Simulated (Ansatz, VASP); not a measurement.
## Two plane-wave programs on NaCl

Contents of INCAR:

```
PREC     = Accurate       # precision mode
ENCUT    = 520            # plane-wave cutoff, eV
EDIFF    = 1E-6           # SCF threshold, eV
ISMEAR   = 0              # smearing method
SIGMA    = 0.05           # smearing width, eV
LREAL    = F              # projectors in reciprocal space
LASPH    = T              # aspherical terms in the spheres
NELM     = 100            # most SCF steps
ALGO     = Normal         # electronic algorithm
ISIF     = 2              # what is computed and relaxed
LWAVE    = F              # write WAVECAR
LCHARG   = F              # write CHGCAR
GGA      = PS             # functional
NBANDS   = 14             # bands
```

The input KPOINTS:

```
Automatic mesh
0
Gamma
  8 8 8
```

File POSCAR:

```
NaCl
1.0
    3.3520212627      0.0000000000      0.0000000000
    0.0000000000      3.3520212627      0.0000000000
    0.0000000000      0.0000000000      3.3520212627
Na Cl
1 1
Direct
    0.0000000000      0.0000000000      0.0000000000
    0.5000000000      0.5000000000      0.5000000000
```

Input for Ansatz:

```yaml
crystal:
  lattice:
    - [3.3520212627, 0.0, 0.0]
    - [0.0, 3.3520212627, 0.0]
    - [0.0, 0.0, 3.3520212627]
  atoms:
    - { symbol: Na, position: [0.0, 0.0, 0.0] }
    - { symbol: Cl, position: [0.5, 0.5, 0.5] }
basis:
  ecutwfc: 420
  ecutrho_ratio: 4
kpoints:
  mp_grid: { grid: [8, 8, 8] }
hamiltonian:
  xc: pbesol
scf:
  occupations: { method: gaussian, width: 0.05 }
output:
  forces: true
  stress: true
  eigenvalues: true
```

Alike in both runs: task single point; functional PBEsol; k mesh 8 × 8 × 8; occupations gaussian, width 0.05 eV; no spin polarisation.

```csv
,VASP,Ansatz
version,VASP 6.6.1,Ansatz 0.2.0
potentials or method,"VASP PAW PBE potentials, release 64 (Na_pv, Cl)","scalar-relativistic, plane waves, PAW"
plane-wave cutoff (eV),520,420
valence electrons in the cell,14,16
```

```tsv
	VASP	Ansatz	Ansatz less VASP
gap on the k mesh at the Fermi level (eV)	4.30	4.30	+0.003
least direct gap on the mesh (eV)	4.92	4.92	+0.003
pressure (GPa)	2.9	2.9	-0.02
```

The functional is the same, so the differences come from potentials, cutoffs and numerics. The two sets of potentials don't hold the same shells in valence.

Caveats: the PAW data sets were made with another functional, which shifts forces and pressure a little (VASP). A k mesh can miss the band edges. A hybrid or GW would open this gap; PBEsol tends to underestimate it.
